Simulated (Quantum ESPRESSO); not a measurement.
# SiO2 (Fddd) in Quantum ESPRESSO: a series of runs

One crystal, SiO2, is run at these levels: PBE; tasks: single point, equation of state.

Program: Quantum ESPRESSO 7.5. These are calculated values, not measurements. Logs are shortened: lines on timing, memory, paths and dates and some standing lists are left out, and cuts for length are marked.

### Step 1. Starting point

Symmetry: Fddd, No. 70, orthorhombic system. The conventional cell has a = 4.719 Å, b = 9.433 Å, c = 14.726 Å, α = 90.00°, β = 90.00°, γ = 90.00°. Si (site symmetry 2) is surrounded by 4 O at 1.60 to 1.62 Å. O (site symmetry 2) is surrounded by 2 Si at 1.62 Å. O (site symmetry -1) is surrounded by 2 Si at 1.60 Å.

The cell comes from a database or a generator and needn't be the stable form of this composition.

### Step 2. Single point, PBE, 12.84 Å³/atom

File pw.in:

```
&CONTROL
  calculation = 'scf'
  prefix = 'pwscf'
  outdir = './tmp'
  pseudo_dir = './pseudo'
  tprnfor = .true.
  tstress = .true.
  disk_io = 'nowf'
/
&SYSTEM
  ibrav = 0
  nat = 12
  ntyp = 2
  ecutwfc = 45
  ecutrho = 360
  nbnd = 43
  occupations = 'smearing'
  smearing = 'fd'
  degauss = 0.00367493
/
&ELECTRONS
  conv_thr = 2.4d-09
  electron_maxstep = 120
  mixing_beta = 0.5
/
ATOMIC_SPECIES
Si    28.0850 si_pbe_v1.uspp.F.UPF
O     15.9990 o_pbe_v1.2.uspp.F.UPF
CELL_PARAMETERS angstrom
   0.0000000000    4.6199799501    7.2124724755
   2.3114124425    0.0000000000    7.2124724755
   2.3114124425    4.6199799501    0.0000000000
ATOMIC_POSITIONS crystal
Si     0.9367689200    0.9367689200    0.5632310800
Si     0.6867689200    0.6867689200    0.3132310800
Si     0.3132310800    0.3132310800    0.6867689200
Si     0.5632310800    0.5632310800    0.9367689200
O      0.0634396000    0.4365604000    0.0634396000
O      0.4365604000    0.0634396000    0.4365604000
O      0.8134396000    0.1865604000    0.8134396000
O      0.1865604000    0.8134396000    0.1865604000
O      0.1250000000    0.6250000000    0.6250000000
O      0.6250000000    0.6250000000    0.6250000000
O      0.6250000000    0.6250000000    0.1250000000
O      0.6250000000    0.1250000000    0.6250000000
K_POINTS automatic
6 6 6 0 0 0
```

Potentials or basis: GBRV 1.5 PBE.

Launch:

```console
OMP_NUM_THREADS=1 mpirun -n 2 pw.x -nk 2 -in pw.in > pw.out
```

pw.out:

```text
This program is part of the open-source Quantum ESPRESSO suite
     for quantum simulation of materials; please cite
[... 13 lines left out ...]
     --------------------
     sticks:   dense  smooth     PW     G-vecs:    dense   smooth      PW
     Sum        3961    1983    613               119833    42409    7339

     Using Slab Decomposition

     bravais-lattice index     =            0
     lattice parameter (alat)  =      16.1860  a.u.
     unit-cell volume          =    1039.5091 (a.u.)^3
     number of atoms/cell      =           12
     number of atomic types    =            2
     number of electrons       =        64.00
     number of Kohn-Sham states=           43
     kinetic-energy cutoff     =      45.0000  Ry
     charge density cutoff     =     360.0000  Ry
     scf convergence threshold =      2.4E-09
     mixing beta               =       0.5000
     number of iterations used =            8  plain     mixing
     Exchange-correlation= SLA  PW   PBE  PBE
                           (   1   4   3   4   0   0   0)

     celldm(1)=  16.186028  celldm(2)=   0.000000  celldm(3)=   0.000000
     celldm(4)=   0.000000  celldm(5)=   0.000000  celldm(6)=   0.000000

     crystal axes: (cart. coord. in units of alat)
               a(1) = (   0.000000   0.539385   0.842059 )
               a(2) = (   0.269858   0.000000   0.842059 )
               a(3) = (   0.269858   0.539385   0.000000 )

     reciprocal axes: (cart. coord. in units 2 pi/alat)
               b(1) = ( -1.852823  0.926982  0.593782 )
               b(2) = (  1.852823 -0.926982  0.593782 )
               b(3) = (  1.852823  0.926982 -0.593782 )

     PseudoPot. # 1 for Si read from file:
     si_pbe_v1.uspp.F.UPF
     Pseudo is Ultrasoft + core correction, Zval =  4.0
     Generated by new atomic code, or converted to UPF format
     Using radial grid of  899 points,  6 beta functions with:
                l(1) =   0
                l(2) =   0
                l(3) =   1
                l(4) =   1
                l(5) =   2
                l(6) =   2
     Q(r) pseudized with  8 coefficients,  rinner =    0.900   0.900   0.900
                                                       0.900   0.900

     PseudoPot. # 2 for O  read from file:
     o_pbe_v1.2.uspp.F.UPF
     Pseudo is Ultrasoft + core correction, Zval =  6.0
     Generated by new atomic code, or converted to UPF format
     Using radial grid of  737 points,  5 beta functions with:
                l(1) =   0
                l(2) =   0
                l(3) =   1
                l(4) =   1
                l(5) =   2
     Q(r) pseudized with  8 coefficients,  rinner =    0.900   0.900   0.900
                                                       0.900   0.900

     atomic species   valence    mass     pseudopotential
     Si                4.00    28.08500     Si( 1.00)
     O                 6.00    15.99900     O ( 1.00)

      8 Sym. Ops., with inversion, found ( 4 have fractional translation)

   Cartesian axes

     site n.     atom                  positions (alat units)
         1        Si     tau(   1) = (   0.4047877   0.8090771   1.5776302  )
         2        Si     tau(   2) = (   0.2698585   0.5393848   1.1566005  )
         3        Si     tau(   3) = (   0.2698585   0.5393848   0.5275184  )
         4        Si     tau(   4) = (   0.4047877   0.8090771   0.9485481  )
         5        O      tau(   5) = (   0.1349292   0.0684367   0.4210297  )
         6        O      tau(   6) = (   0.1349292   0.4709480   0.4210297  )
         7        O      tau(   7) = (   0.2698585   0.8775138   0.8420594  )
         8        O      tau(   8) = (   0.2698585   0.2012557   0.8420594  )
         9        O      tau(   9) = (   0.3373231   0.4045386   0.6315446  )
        10        O      tau(  10) = (   0.3373231   0.6742309   1.0525743  )
        11        O      tau(  11) = (   0.2023938   0.4045386   1.0525743  )
        12        O      tau(  12) = (   0.2023938   0.6742309   0.6315446  )

     number of k points=    46  Fermi-Dirac smearing, width (Ry)=  0.0037
                       cart. coord. in units 2pi/alat
        k(    1) = (   0.0000000   0.0000000   0.0000000), wk =   0.0092593
        k(    2) = (   0.3088039   0.1544970  -0.0989637), wk =   0.0740741
        k(    3) = (   0.6176077   0.3089940  -0.1979274), wk =   0.0740741
        k(    4) = (  -0.9264116  -0.4634910   0.2968912), wk =   0.0370370
        k(    5) = (   0.6176077   0.0000000   0.0000000), wk =   0.0185185
        k(    6) = (   0.9264116   0.1544970  -0.0989637), wk =   0.0740741
[... 38 lines left out ...]
        k(   45) = (   1.2352155  -0.9269821  -0.0000000), wk =   0.0185185
        k(   46) = (   0.0000000   0.0000000  -0.5937823), wk =   0.0092593

     Dense  grid:   119833 G-vectors     FFT dimensions: ( 100,  96,  60)

     Smooth grid:    42409 G-vectors     FFT dimensions: (  72,  64,  48)

     Check: negative core charge=   -0.000001

     Initial potential from superposition of free atoms

     starting charge      63.9973, renormalised to      64.0000
     Starting wfcs are   48 randomized atomic wfcs

     Self-consistent Calculation

     iteration #  1     ecut=    45.00 Ry     beta= 0.50
     Davidson diagonalization with overlap
     ethr =  1.00E-02,  avg # of iterations =  3.5

     total energy              =    -297.06567053 Ry
     estimated scf accuracy    <       3.31693935 Ry
[... 57 lines left out ...]
     iteration # 10     ecut=    45.00 Ry     beta= 0.50
     Davidson diagonalization with overlap
     ethr =  2.26E-10,  avg # of iterations =  2.0

     End of self-consistent calculation

          k = 0.0000 0.0000 0.0000 (  5347 PWs)   bands (ev):

   -17.4082 -16.4091 -16.3905 -15.2357 -15.1841 -15.0692 -15.0363 -15.0235
    -7.4646  -5.5789  -4.6419  -3.7606  -3.5954  -3.2083  -2.9515  -2.7077
    -1.0274  -0.5118  -0.5116  -0.5023  -0.2284   0.0576   0.0976   0.4287
     0.4758   0.6048   1.0534   1.4942   1.6433   1.8727   2.2892   2.3156
     8.4827  10.9764  10.9818  11.4560  11.5291  12.6518  12.8843  13.6599
    13.9925  14.7167  14.9157
[... 57 lines left out ...]
   -17.1495 -16.7163 -16.0681 -15.5310 -15.1973 -15.1209 -15.0745 -15.0626
    -6.8313  -5.8059  -4.6967  -3.9470  -3.3171  -3.1488  -2.9743  -2.8569
[... 15 lines left out ...]
    -6.7144  -6.0664  -4.4401  -3.9583  -3.4331  -3.0837  -2.9611  -2.9302
    -0.8458  -0.7898  -0.5398  -0.5232  -0.3455  -0.0539   0.3515   0.4762
     0.5719   0.7432   1.0000   1.3502   1.5359   1.6922   2.0566   2.1398
    10.1432  10.6916  11.8835  12.0416  12.1679  12.3264  12.5162  13.0203
    14.1161  14.2374  14.5739

          k = 0.0000-0.3090 0.3959 (  5299 PWs)   bands (ev):

   -17.2299 -16.8986 -15.8526 -15.4225 -15.2025 -15.1413 -15.0391 -15.0338
    -6.9806  -6.2049  -4.2128  -3.8288  -3.4018  -3.2972  -3.0201  -2.9038
    -0.8874  -0.6201  -0.5326  -0.2606  -0.2307  -0.0264   0.1824   0.2796
     0.5052   0.5709   1.1515   1.4647   1.6672   1.7109   2.0554   2.1731
     9.3304  10.5511  11.4589  11.6149  11.8795  12.6101  12.6905  13.1997
    14.0895  14.6880  14.7993

          k =-0.6176 0.9270-0.3959 (  5296 PWs)   bands (ev):

   -16.8416 -16.5649 -16.3016 -15.8079 -15.1886 -15.1385 -15.1251 -15.0996
    -6.4450  -5.4744  -4.7226  -4.6027  -3.4003  -2.9174  -2.8884  -2.7959
    -1.1191  -0.8989  -0.7533  -0.3431  -0.0738   0.0322   0.2252   0.4392
     0.5207   0.8724   1.1801   1.2309   1.5290   1.5367   1.8654   2.1628
    11.3724  11.6906  11.9253  12.2743  12.4541  12.7446  12.9842  13.1024
    13.3834  13.8574  13.8705

          k =-1.8528 0.3090 0.0000 (  5312 PWs)   bands (ev):

   -16.9827 -16.9827 -15.7935 -15.7935 -15.1351 -15.1351 -15.0495 -15.0495
    -6.3525  -6.3525  -4.2206  -4.2206  -3.1880  -3.1880  -3.0197  -3.0197
    -0.7733  -0.7733  -0.5297  -0.5297  -0.1399  -0.1399   0.3358   0.3358
     0.6246   0.6246   1.1154   1.1154   1.5033   1.5033   2.1456   2.1456
    10.5318  10.5318  12.1524  12.1524  12.1804  12.1804  12.6997  12.6998
    14.3517  14.3520  14.8335

          k =-0.3088 0.7725-0.2969 (  5295 PWs)   bands (ev):

   -16.9797 -16.7557 -16.0681 -15.7551 -15.1585 -15.1193 -15.0827 -15.0769
    -6.4691  -5.7107  -4.7462  -4.3240  -3.2247  -3.0212  -2.9727  -2.9154
    -1.0104  -0.7175  -0.6442  -0.4632  -0.1446  -0.0107   0.2642   0.4795
     0.6248   0.7478   0.9176   1.1824   1.3912   1.5435   2.0107   2.1768
    10.6262  11.4408  12.0027  12.2275  12.3578  12.6427  12.7596  13.1617
    13.7680  14.1430  14.4654
[... 93 lines left out ...]
   -17.1399 -16.9683 -15.7353 -15.4911 -15.2163 -15.1898 -15.0553 -15.0507
    -6.8349  -6.4290  -4.1195  -3.6590  -3.5787  -3.2747  -2.9718  -2.9281
    -0.8863  -0.7157  -0.6037  -0.3638  -0.2556  -0.1213   0.3146   0.3919
     0.5122   0.6387   1.2776   1.4726   1.6709   1.8181   2.0005   2.1396
     9.6652  10.2809  11.5287  11.7454  11.9303  12.3730  12.6578  12.9949
    14.1436  14.2323  14.6433

          k =-1.8528 0.6180-0.0000 (  5296 PWs)   bands (ev):

   -17.0884 -17.0884 -15.6095 -15.6095 -15.1771 -15.1771 -15.0364 -15.0364
    -6.6367  -6.6367  -3.9338  -3.9338  -3.3621  -3.3621  -3.0006  -3.0006
    -0.7586  -0.7586  -0.3709  -0.3709  -0.1295  -0.1295   0.2095   0.2095
     0.5392   0.5392   1.3180   1.3180   1.7074   1.7074   2.0850   2.0850
     9.8908   9.8908  11.6801  11.6801  12.0969  12.0969  12.9103  12.9104
    14.3718  14.3719  15.0386

          k =-1.8528-0.0000 0.3959 (  5290 PWs)   bands (ev):

   -16.9241 -16.9241 -15.8700 -15.8700 -15.1382 -15.1382 -15.0543 -15.0543
    -6.1456  -6.1456  -4.4659  -4.4659  -3.0758  -3.0758  -3.0259  -3.0259
    -0.9237  -0.9237  -0.3633  -0.3633  -0.1760  -0.1760   0.3965   0.3965
     0.7885   0.7885   0.9435   0.9435   1.3695   1.3695   2.0812   2.0812
    10.8075  10.8076  12.2356  12.2356  12.5928  12.5928  13.0286  13.0286
    14.1879  14.1879  14.7486

          k = 0.0000-0.9270 0.0000 (  5274 PWs)   bands (ev):

   -16.9260 -16.9260 -15.8628 -15.8628 -15.1445 -15.1445 -15.0539 -15.0539
    -6.1301  -6.1301  -4.5017  -4.5017  -3.0724  -3.0724  -3.0130  -3.0130
    -0.9304  -0.9304  -0.3350  -0.3350  -0.1907  -0.1907   0.4264   0.4264
     0.8327   0.8327   0.8877   0.8877   1.3865   1.3865   2.0360   2.0360
    10.7421  10.7421  12.2020  12.2020  12.9101  12.9101  13.1138  13.1138
    14.0356  14.0356  14.6889

          k = 0.6176-0.9270 0.0000 (  5294 PWs)   bands (ev):

   -16.7499 -16.7499 -16.0155 -16.0155 -15.1664 -15.1664 -15.1026 -15.1026
    -6.0611  -6.0611  -4.5933  -4.5933  -3.1333  -3.1333  -2.8145  -2.8145
    -0.9531  -0.9531  -0.6130  -0.6130   0.0749   0.0749   0.2161   0.2161
     0.5615   0.5615   1.3364   1.3364   1.5260   1.5260   2.0286   2.0286
    11.3450  11.3450  12.3112  12.3112  12.8441  12.8441  13.0345  13.0346
    13.5517  13.5517  14.0565

          k = 1.2352-0.9270-0.0000 (  5318 PWs)   bands (ev):

   -16.9106 -16.9106 -15.7850 -15.7850 -15.2075 -15.2075 -15.0816 -15.0816
    -6.4530  -6.4530  -4.1480  -4.1480  -3.2680  -3.2680  -2.8485  -2.8485
    -0.8910  -0.8910  -0.7774  -0.7774  -0.1406  -0.1406   0.4515   0.4515
     0.7576   0.7576   1.3098   1.3098   1.8025   1.8025   1.9656   1.9656
    10.5730  10.5730  11.9199  11.9199  12.3502  12.3502  12.5851  12.5851
    14.1110  14.1117  14.2394

          k = 0.0000 0.0000-0.5938 (  5302 PWs)   bands (ev):

   -17.1337 -17.1337 -15.5126 -15.5126 -15.2106 -15.2106 -15.0293 -15.0293
    -6.7650  -6.7650  -3.6659  -3.6659  -3.5820  -3.5820  -2.9930  -2.9930
    -0.8215  -0.8215  -0.1934  -0.1934  -0.0697  -0.0697   0.1258   0.1258
     0.4400   0.4400   1.4823   1.4823   1.6535   1.6535   2.1452   2.1452
     9.6476   9.6476  11.4657  11.4657  11.9592  11.9592  13.0730  13.0730
    14.2934  14.2935  15.0021

     the Fermi energy is     7.2577 ev

!    total energy              =    -298.01280073 Ry
     estimated scf accuracy    <          4.7E-10 Ry
     smearing contrib. (-TS)   =      -0.00000000 Ry
     internal energy E=F+TS    =    -298.01280073 Ry

     The total energy is F=E-TS. E is the sum of the following terms:
     one-electron contribution =    -158.22522972 Ry
     hartree contribution      =     113.05267415 Ry
     xc contribution           =     -77.97027419 Ry
     ewald contribution        =    -174.86997097 Ry

     convergence has been achieved in  10 iterations

     Forces acting on atoms (cartesian axes, Ry/au):

     atom    1 type  1   force =     0.00000000    0.00000000    0.00472016
     atom    2 type  1   force =    -0.00000000    0.00000000    0.00472016
     atom    3 type  1   force =     0.00000000   -0.00000000   -0.00472016
     atom    4 type  1   force =    -0.00000000    0.00000000   -0.00472016
     atom    5 type  2   force =    -0.00000000    0.05042248   -0.00000000
     atom    6 type  2   force =     0.00000000   -0.05042248    0.00000000
     atom    7 type  2   force =    -0.00000000    0.05042248    0.00000000
     atom    8 type  2   force =     0.00000000   -0.05042248   -0.00000000
     atom    9 type  2   force =    -0.00000000    0.00000000   -0.00000000
     atom   10 type  2   force =     0.00000000   -0.00000000    0.00000000
     atom   11 type  2   force =     0.00000000   -0.00000000    0.00000000
     atom   12 type  2   force =    -0.00000000    0.00000000    0.00000000

     Total force =     0.101286     Total SCF correction =     0.000029

     Computing stress (Cartesian axis) and pressure

          total   stress  (Ry/bohr**3)                   (kbar)     P=      187.07
   0.00126249   0.00000000  -0.00000000          185.72        0.00       -0.00
  -0.00000000   0.00128486   0.00000000           -0.00      189.01        0.00
   0.00000000  -0.00000000   0.00126776            0.00       -0.00      186.49

=------------------------------------------------------------------------------=
   JOB DONE.
=------------------------------------------------------------------------------=
```

It took 3.4 min on 2 MPI ranks of Arm Neoverse V1, shared host; peak memory 0.76 GiB.

What came out:

```
Free energy            : -4054.6707 eV
Pressure               : 18.7 GPa
Largest force          : 1.296 eV/Å
Band gap on the k mesh : 6.17 eV, direct
```

Caveat: forces of over 1 eV/Å show positions far from the minimum, so gaps and moduli don't describe the material at rest.

### Step 3. Single point, PBE, 13.11 Å³/atom

Edit pw.in of step 2 so:

```diff
@@ -29,5 +29,5 @@
 CELL_PARAMETERS angstrom
-   0.0000000000    4.6199799501    7.2124724755
-   2.3114124425    0.0000000000    7.2124724755
-   2.3114124425    4.6199799501    0.0000000000
+   0.0000000000    4.6525160921    7.2632662087
+   2.3276905312    0.0000000000    7.2632662087
+   2.3276905312    4.6525160921    0.0000000000
 ATOMIC_POSITIONS crystal
```

Potentials or basis: GBRV 1.5 PBE.

Launch:

```console
OMP_NUM_THREADS=1 mpirun -n 2 pw.x -nk 2 -in pw.in > pw.out
```

It took 3.4 min on 2 MPI ranks of Arm Neoverse V1, shared host; peak memory 0.78 GiB.

It converged, with:

```
Free energy            : -4055.0042 eV
Pressure               : 13.8 GPa
Largest force          : 0.968 eV/Å
Band gap on the k mesh : 6.05 eV, direct
```

### Step 4. Single point, PBE, 13.38 Å³/atom

Edit pw.in of step 3 so:

```diff
@@ -29,5 +29,5 @@
 CELL_PARAMETERS angstrom
-   0.0000000000    4.6525160921    7.2632662087
-   2.3276905312    0.0000000000    7.2632662087
-   2.3276905312    4.6525160921    0.0000000000
+   0.0000000000    4.6846034240    7.3133592828
+   2.3437440767    0.0000000000    7.3133592828
+   2.3437440767    4.6846034240    0.0000000000
 ATOMIC_POSITIONS crystal
```

Launch:

```console
OMP_NUM_THREADS=1 mpirun -n 2 pw.x -nk 2 -in pw.in > pw.out
```

It took 3.5 min on 2 MPI ranks of Arm Neoverse V1, shared host; peak memory 0.78 GiB.

It converged, with:

```
Free energy            : -4055.2412 eV
Pressure               : 9.3 GPa
Largest force          : 0.664 eV/Å
Band gap on the k mesh : 5.93 eV, direct
```

### Step 5. Single point, PBE, 13.66 Å³/atom

Edit pw.in of step 4 so:

```diff
@@ -29,5 +29,5 @@
 CELL_PARAMETERS angstrom
-   0.0000000000    4.6846034240    7.3133592828
-   2.3437440767    0.0000000000    7.3133592828
-   2.3437440767    4.6846034240    0.0000000000
+   0.0000000000    4.7162571100    7.3627753715
+   2.3595806657    0.0000000000    7.3627753715
+   2.3595806657    4.7162571100    0.0000000000
 ATOMIC_POSITIONS crystal
```

Launch:

```console
OMP_NUM_THREADS=1 mpirun -n 2 pw.x -nk 2 -in pw.in > pw.out
```

It took 3.5 min on 2 MPI ranks of Arm Neoverse V1, shared host; peak memory 0.8 GiB.

It converged, with:

```yaml
Free_energy: -4055.3909 eV
Pressure: 5.2 GPa
Largest_force: 0.385 eV/Å
Band_gap_on_the_k_mesh: 5.81 eV, direct
```

### Step 6. Single point, PBE, 13.93 Å³/atom

Edit pw.in of step 5 so:

```diff
@@ -29,5 +29,5 @@
 CELL_PARAMETERS angstrom
-   0.0000000000    4.7162571100    7.3627753715
-   2.3595806657    0.0000000000    7.3627753715
-   2.3595806657    4.7162571100    0.0000000000
+   0.0000000000    4.7474915111    7.4115368943
+   2.3752074831    0.0000000000    7.4115368943
+   2.3752074831    4.7474915111    0.0000000000
 ATOMIC_POSITIONS crystal
```

Potentials or basis: GBRV 1.5 PBE.

Launch:

```console
OMP_NUM_THREADS=1 mpirun -n 2 pw.x -nk 2 -in pw.in > pw.out
```

It took 3.7 min on 2 MPI ranks of Arm Neoverse V1, shared host; peak memory 0.82 GiB.

It converged, with:

```
Free energy            : -4055.4615 eV
Pressure               : 1.5 GPa
Largest force          : 0.127 eV/Å
Band gap on the k mesh : 5.67 eV, direct
```

### Step 7. Single point, PBE, 14.20 Å³/atom

Edit pw.in of step 6 so:

```diff
@@ -29,5 +29,5 @@
 CELL_PARAMETERS angstrom
-   0.0000000000    4.7474915111    7.4115368943
-   2.3752074831    0.0000000000    7.4115368943
-   2.3752074831    4.7474915111    0.0000000000
+   0.0000000000    4.7783202418    7.4596651059
+   2.3906313405    0.0000000000    7.4596651059
+   2.3906313405    4.7783202418    0.0000000000
 ATOMIC_POSITIONS crystal
```

Launch:

```console
OMP_NUM_THREADS=1 mpirun -n 2 pw.x -nk 2 -in pw.in > pw.out
```

Run time: 3.7 min. Hardware: 2 MPI ranks of Arm Neoverse V1, shared host; peak memory 0.84 GiB.

Results (log left out):

```
Free energy            : -4055.4601 eV
Pressure               : -1.8 GPa
Largest force          : 0.111 eV/Å
Band gap on the k mesh : 5.53 eV, direct
```

### Step 8. Single point, PBE, 14.48 Å³/atom

Edit pw.in of step 7 so:

```diff
@@ -29,5 +29,5 @@
 CELL_PARAMETERS angstrom
-   0.0000000000    4.7783202418    7.4596651059
-   2.3906313405    0.0000000000    7.4596651059
-   2.3906313405    4.7783202418    0.0000000000
+   0.0000000000    4.8087562232    7.5071801774
+   2.4058587023    0.0000000000    7.5071801774
+   2.4058587023    4.8087562232    0.0000000000
 ATOMIC_POSITIONS crystal
```

Launch:

```console
OMP_NUM_THREADS=1 mpirun -n 2 pw.x -nk 2 -in pw.in > pw.out
```

Run time: 3.7 min. Hardware: 2 MPI ranks of Arm Neoverse V1, shared host; peak memory 0.84 GiB.

It converged, with:

* Free energy: -4055.3938 eV
* Pressure: -4.8 GPa
* Largest force: 0.331 eV/Å
* Band gap on the k mesh: 5.39 eV, direct

### Step 9. Equation of state, PBE

Potentials or basis: GBRV 1.5 PBE.

No new run: the results of the series are fitted here.

Results:

```yaml
Equilibrium_volume: 14.06 Å³/atom
Bulk_modulus_at_fixed_shape_and_positions: 172 GPa
Pressure_derivative_of_the_bulk_modulus: 4.0
```

Energy against volume, from the lowest point:
| volume (Å³/atom) | energy (meV/atom) |
| --- | --- |
| 12.837 | 65.90 |
| 13.110 | 38.11 |
| 13.383 | 18.35 |
| 13.656 | 5.88 |
| 13.929 | 0.00 |
| 14.202 | 0.11 |
| 14.475 | 5.64 |

Caveat: the cell was scaled at fixed shape and fractional positions, which overstates the stiffness of a crystal with free parameters, most of all of layers and chains.
